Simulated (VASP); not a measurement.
These are LDA (Ceperley-Alder, Perdew-Zunger), VASP's LDA PAW potentials (set 64) (plane waves; VASP 6.6.1) values and carry that method's errors.

The input files of a VASP run:

### KPOINTS
```
Automatic mesh
0
Gamma
13 13 11
0 0 0
```

### POSCAR
```
Li3N
1
    1.7734605326    -3.0717240004     0.0000000000
    1.7734605326     3.0717240004     0.0000000000
    0.0000000000     0.0000000000     3.7883347364
Li N
3 1
Direct
  0.3333330000   0.6666670000   0.0000000000
  0.6666670000   0.3333330000   0.0000000000
  0.0000000000   0.0000000000   0.5000000000
  0.0000000000   0.0000000000   0.0000000000
```

**INCAR**
```
SYSTEM = Li3N
PREC = Accurate
ENCUT = 520
EDIFF = 1E-7
NELM = 100
ALGO = Normal
LREAL = .FALSE.
LASPH = .TRUE.
ISMEAR = 0
SIGMA = 0.01
LWAVE = .FALSE.
LCHARG = .FALSE.
LOPTICS = .TRUE.
NBANDS = 33
NEDOS = 1001
CSHIFT = 0.1
```

POTCAR, in this order: Li_sv N (LDA.64 set). Program: vasp_std.

The resulting files:

**OSZICAR**
```
       N       E                     dE             d eps       ncg     rms          rms(c)
DAV:   1     0.798888441837E+02    0.79889E+02   -0.48213E+03  8324   0.450E+02
DAV:   2    -0.122052221894E+02   -0.92094E+02   -0.86112E+02  9912   0.141E+02
DAV:   3    -0.213949154552E+02   -0.91897E+01   -0.89074E+01 14988   0.310E+01
DAV:   4    -0.215471019371E+02   -0.15219E+00   -0.15208E+00  9895   0.518E+00
DAV:   5    -0.215479262222E+02   -0.82429E-03   -0.82425E-03 10987   0.319E-01    0.977E+00
DAV:   6    -0.176422898995E+02    0.39056E+01   -0.12656E+01  9875   0.783E+00    0.472E+00
DAV:   7    -0.173558651242E+02    0.28642E+00   -0.45638E-01 10189   0.202E+00    0.220E+00
DAV:   8    -0.172496621421E+02    0.10620E+00   -0.45970E-01 10511   0.174E+00    0.126E+00
DAV:   9    -0.172291605944E+02    0.20502E-01   -0.20108E-02 10253   0.396E-01    0.572E-01
DAV:  10    -0.172273932044E+02    0.17674E-02   -0.26628E-03 11232   0.156E-01    0.812E-02
DAV:  11    -0.172273760503E+02    0.17154E-04   -0.13135E-04 11323   0.315E-02    0.412E-02
DAV:  12    -0.172273777198E+02   -0.16695E-05   -0.10731E-05 10222   0.978E-03    0.510E-03
DAV:  13    -0.172273767524E+02    0.96741E-06   -0.26900E-06 10439   0.323E-03    0.240E-03
DAV:  14    -0.172273767907E+02   -0.38305E-07   -0.61485E-08  8801   0.971E-04
   1 F= -.17227377E+02 E0= -.17227377E+02  d E =-.575653E-30
 imaginary and real dielectric function
```

**OUTCAR**
```
------------------------ aborting loop because EDIFF is reached ----------------------------------------
  FORCE on cell =-STRESS in cart. coord.  units (eV):
  Direction    XX          YY          ZZ          XY          YZ          ZX
  --------------------------------------------------------------------------------------
  Total       -0.0566138     -0.0566138     -0.0323806      0.0000000      0.0000000      0.0000000
  in kB       -2.1976103     -2.1976107     -1.2569349      0.0000000      0.0000000      0.0000000
  external PRESSURE =      -1.8840520 kB  Pullay stress =       0.0000000 kB
  volume of cell :       41.27
      direct lattice vectors                 reciprocal lattice vectors
     1.773460533 -3.071724000  0.000000000     0.281934664 -0.162775041  0.000000000
     1.773460533  3.071724000  0.000000000     0.281934664  0.162775041  0.000000000
     0.000000000  0.000000000  3.788334736     0.000000000  0.000000000  0.263968226
 POSITION                                       TOTAL-FORCE (eV/Angst)
 -----------------------------------------------------------------------------------
      1.77346      1.02391      0.00000         0.000000      0.000000      0.000000
      1.77346     -1.02391      0.00000        -0.000000     -0.000000      0.000000
      0.00000      0.00000      1.89417        -0.000000      0.000000      0.000000
      0.00000      0.00000      0.00000        -0.000000      0.000000      0.000000
 -----------------------------------------------------------------------------------
    total drift:                                0.000000     -0.000000      0.000000
  FREE ENERGIE OF THE ION-ELECTRON SYSTEM (eV)
  ---------------------------------------------------
  free  energy   TOTEN  =       -17.2273767907 eV

  energy  without entropy=      -17.2273767907  energy(sigma->0) =      -17.22737679

 plasma frequency squared (from intraband transitions) (eV^2)
  --------------------------------------------------------------------------------------
       0.000       0.000      -0.000
       0.000       0.000       0.000
       0.000       0.000       0.000

 plasma frequency squared (from interband transitions, int dw w eps(2)(w)) (eV^2)
  --------------------------------------------------------------------------------------
     303.652       0.000      -0.000       0.000       0.000      -0.000
      -0.000      -0.000     303.652       0.000       0.000       0.000
       0.000       0.000       0.000      -0.000     307.961       0.000
```
(Selected blocks of OUTCAR.)

OUTCAR:
```
 val. band max:        1.5301735099   @ k =   0.0000   0.0000   0.4545

 cond. band min:       2.7603752429   @ k =   0.4615   0.0769   0.4545


 Fermi energy:         1.6065229900

 k-point     1 :       0.0000    0.0000    0.0000
  band No.  band energies     occupation
      1     -41.8677      2.00000
      2     -41.4021      2.00000
      3     -41.3770      2.00000
      4      -9.7292      2.00000
      5      -0.1882      2.00000
      6       1.3118      2.00000
      7       1.3118      2.00000
      8       2.8773      0.00000
      9       8.9261      0.00000
     10       8.9262      0.00000
     11      10.0933      0.00000
     12      14.1996      0.00000
     13      14.1996      0.00000
     14      15.3093      0.00000
     15      16.2750      0.00000
     16      18.5911      0.00000
     17      20.4006      0.00000
     18      20.4006      0.00000
     19      20.6015      0.00000
     20      20.6015      0.00000
     21      22.0075      0.00000
     22      22.0075      0.00000
     23      23.9841      0.00000
     24      25.0433      0.00000
     25      25.2743      0.00000
     26      25.2743      0.00000
     27      33.0969      0.00000
     28      35.8423      0.00000
     29      38.7404      0.00000
     30      40.2064      0.00000
     31      40.2064      0.00000
     32      42.5167      0.00000
     33      43.7388      0.00000

 k-point     2 :       0.0769    0.0000    0.0000
  band No.  band energies     occupation
      1     -41.8615      2.00000
      2     -41.4080      2.00000
      3     -41.3770      2.00000
      4      -9.7243      2.00000
      5      -0.1451      2.00000
      6       1.0676      2.00000
      7       1.2297      2.00000
      8       3.1015      0.00000
      9       8.9854      0.00000
     10       9.1189      0.00000
     11      10.0123      0.00000
     12      14.0615      0.00000
     13      14.1303      0.00000
     14      15.3350      0.00000
     15      16.1673      0.00000
...
```

The dielectric response may not be converged in the k-mesh; for small gaps it tends to come out too large.

The compound is Li3N in the alpha structure. It was relaxed first, which changed the volume by -8 %.
